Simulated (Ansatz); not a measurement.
## Gd (Im-3m): majority and minority states

The geometry is a structure as deposited in COD, held fixed and not relaxed.

Functional, mesh and filling: PBE, 11×11×11 k mesh, Fermi–Dirac smearing of 0.03 eV. LAPW is all-electron LAPW in Ansatz 0.2.0. Site moments are integrated in spheres about the atoms.

The run was typed so:

```yaml
crystal:
  lattice:
    - [-2.025, 2.025, 2.025]
    - [2.025, -2.025, 2.025]
    - [2.025, 2.025, -2.025]
  atoms:
    - { symbol: Gd, position: [0.0, 0.0, 0.0], spin: 7.4 }
magnetization:
  spin_polarized: true
kpoints:
  mp_grid: { grid: [11, 11, 11] }
scf:
  occupations: { method: fermi_dirac, width: 0.03 }
hamiltonian:
  xc: pbe
  pseudopotentials: { kind: all_electron, lapw: { basis_error: 0.001 } }
output:
  forces: true
  stress: true
  eigenvalues: false
  populations: true
  dos: { projected: true, de: 0.1, e_range: [-8, 5] }
```

Command: `ansatz run input.yaml --threads 1 --pin off --max-ram 3072MiB --backend cpu --events-out ev --progress --plain --runs-dir out`

Density of states, smoothed by a Gaussian of 0.15 eV:

| E − E_F (eV) | majority (states/eV/cell) | minority (states/eV/cell) |
| --- | --- | --- |
| -7.00 | 0.00 | 0.00 |
| -6.75 | 0.00 | 0.00 |
| -6.50 | 0.00 | 0.00 |
| -6.25 | 0.00 | 0.00 |
| -6.00 | 0.00 | 0.00 |
| -5.75 | 0.00 | 0.00 |
| -5.50 | 0.00 | 0.00 |
| -5.25 | 0.11 | 0.00 |
| -5.00 | 4.98 | 0.00 |
| -4.75 | 17.63 | 0.00 |
| -4.50 | 5.26 | 0.00 |
| -4.25 | 0.18 | 0.00 |
| -4.00 | 0.07 | 0.01 |
| -3.75 | 0.09 | 0.03 |
| -3.50 | 0.11 | 0.05 |
| -3.25 | 0.13 | 0.06 |
| -3.00 | 0.16 | 0.08 |
| -2.75 | 0.21 | 0.09 |
| -2.50 | 0.31 | 0.11 |
| -2.25 | 0.43 | 0.13 |
| -2.00 | 0.47 | 0.17 |
| -1.75 | 0.56 | 0.23 |
| -1.50 | 0.70 | 0.37 |
| -1.25 | 0.57 | 0.47 |
| -1.00 | 0.34 | 0.58 |
| -0.75 | 0.31 | 0.77 |
| -0.50 | 0.79 | 0.74 |
| -0.25 | 1.29 | 0.58 |
| 0.00 | 1.22 | 1.49 |
| 0.25 | 1.19 | 7.29 |
| 0.50 | 1.10 | 13.57 |
| 0.75 | 0.73 | 6.04 |
| 1.00 | 0.46 | 1.68 |
| 1.25 | 0.22 | 1.32 |
| 1.50 | 0.15 | 1.22 |
| 1.75 | 0.21 | 1.08 |
| 2.00 | 0.35 | 0.70 |
| 2.25 | 0.49 | 0.46 |
| 2.50 | 0.55 | 0.24 |
| 2.75 | 0.64 | 0.15 |
| 3.00 | 0.80 | 0.20 |
| 3.25 | 0.82 | 0.33 |
| 3.50 | 0.74 | 0.50 |

Problem. What spin moment does the cell carry?

Solution. 7.65 μB. Site moments (μB): Gd 7.47.

Löwdin populations of d and f shells (filled inner shells left out):

```csv
shell,up,down
Gd 5d,1.45,0.76
Gd 4f,6.99,0.09
```

Without U a semilocal functional puts the f levels too near the Fermi level, which can change moments and the order of magnetic states; site and cell moments are spin moments. Spin–orbit coupling is left out although heavy atoms are present. With open f shells a run can end in a state that isn't the lowest. The magnetic state is the one that this cell and start allow. It needn't be the compound's measured order, which may need a larger cell or be absent.
